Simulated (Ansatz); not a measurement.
## Moving the dispersion correction in BaTiO3

The cell as given:

```xyz
5
Lattice="3.9855 0.0000 0.0000 0.0000 2.8369 2.8451 0.0000 -2.8369 2.8451" Properties=species:S:1:pos:R:3 pbc="T T T"
Ba    0.0000    0.0000    0.0000
Ti    1.9928    0.0000    2.9157
O     1.9928    1.3804    4.2594
O     1.9928   -1.3804    4.2594
O     0.0000    0.0000    2.7735
```

The cell comes from a database or a generator and needn't be the form met in nature.

Kept alike: task relaxation of cell and atoms; functional PBEsol; k mesh 7 × 7 × 7; occupations fermi-dirac, width 0.05 eV; no spin polarisation. Program: Ansatz, Ansatz PAW, cutoff 420 eV. The mesh is that of the run's cell of 5 atoms. No spin-orbit coupling.

| dispersion correction | volume (Å³/atom) | first edge of the run's cell (Å) | third edge of the run's cell (Å) |
| --- | --- | --- | --- |
| D3(BJ) | 12.345 | 3.935 | 3.961 |
| D3(BJ)-ATM | 12.387 | 3.937 | 3.966 |
| D4 | 12.513 | 3.942 | 3.984 |
| none | 12.685 | 3.950 | 4.007 |

The relaxations keep at least the cell's symmetry (Amm2). Relaxations stop with a little pressure left, so the last digits of a volume or edge aren't settled. Ansatz's relaxations hold a Pulay term in the stress (up to 0.6 GPa here). All rows use potentials made for PBE.

**Question.** What does the dispersion correction change here?

**Answer.** The volume runs from 12.345 (D3(BJ)) to 12.685 Å³/atom (none). Against no correction: D3(BJ) -2.7 %; D3(BJ)-ATM -2.3 %; D4 -1.4 %. Dispersion terms mostly attract and so lower the volume; the schemes' coefficients and damping set how far. The first edge of the run's cell runs from 3.935 (D3(BJ)) to 3.950 Å (none). The third edge of the run's cell runs from 3.961 (D3(BJ)) to 4.007 Å (none).
